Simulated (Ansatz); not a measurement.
Ti3Ni, 4 atoms in the cell. The structure is cubic, space group Pm-3m (No. 221). Conventional cell: a = 3.935 Å, b = 3.935 Å, c = 3.935 Å, α = 90.00°, β = 90.00°, γ = 90.00°. Ni (site symmetry m-3m) is surrounded by 12 Ti at 2.78 Å. Ti (site symmetry 4/mmm) has 4 Ni at 2.78 Å and 8 Ti at 2.78 Å as nearest neighbours. The cell comes from a database or a generator and needn't be the stable form of this composition.

* Program: Ansatz 0.2.0
* Task: band structure
* Functional: LDA
* Potentials or basis: all-electron LAPW, scalar-relativistic
* Cutoff: 221 eV (chosen from the basis error)
* Basis error allowed: 0.002 eV/atom
* k mesh: 7 × 7 × 7
* Occupations: fermi-dirac, width 0.05 eV
* Spin: collinear spin, ferromagnetic start
* Starting moments: [1.0, 1.0, 1.0, 1.0] μB

Potentials or basis: all-electron LAPW, scalar-relativistic.

Run with:

```bash
$ ansatz run input.yaml --threads 4 --pin off --max-ram 12288MiB --backend cpu --events-out ev --progress --plain --runs-dir out
```

Hardware: 4 threads of Arm Neoverse V1, with other jobs on the host.

Task: How long does it take, and how much memory?

Result: Wall time 13 s on 4 threads of Arm Neoverse V1, with other jobs on the host, peak memory 0.5 GiB. Counts: scf iterations 13, plane waves 461, k points 20, bands 35.
